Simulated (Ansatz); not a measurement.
A crystal relaxed with r2SCAN in the plane-wave code Ansatz has space group F-43m (No. 216) and a = 6.466 Å.

| atom | site | x | y | z |
| --- | --- | --- | --- | --- |
| Xx | 4a | 0.0000 | 0.0000 | 0.0000 |
| Te | 4c | 0.2500 | 0.2500 | 0.2500 |

The r2SCAN gap is direct at Γ: 3.10 eV. HSE06 gives a direct gap of 3.27 eV at Γ. The PBE gap is direct at Γ: 2.42 eV. Meshes: r2SCAN 8×8×8, HSE06 6×6×6, PBE 8×8×8. r2SCAN's ε∞ is 5.0 in all directions.

**Question.** Which element is Xx?
A. Mg
B. Ca
C. Sr
D. Zn

**Answer.** A. Xx is Mg: MgTe (F-43m) from a database of computed structures. Around Mg lie 4 Te at 2.80 Å; around Te lie 4 Mg at 2.80 Å.

No spin polarisation and no zero-point or thermal motion.

Spin-orbit coupling is left out, which matters wherever the heavy atoms make up the band edges.
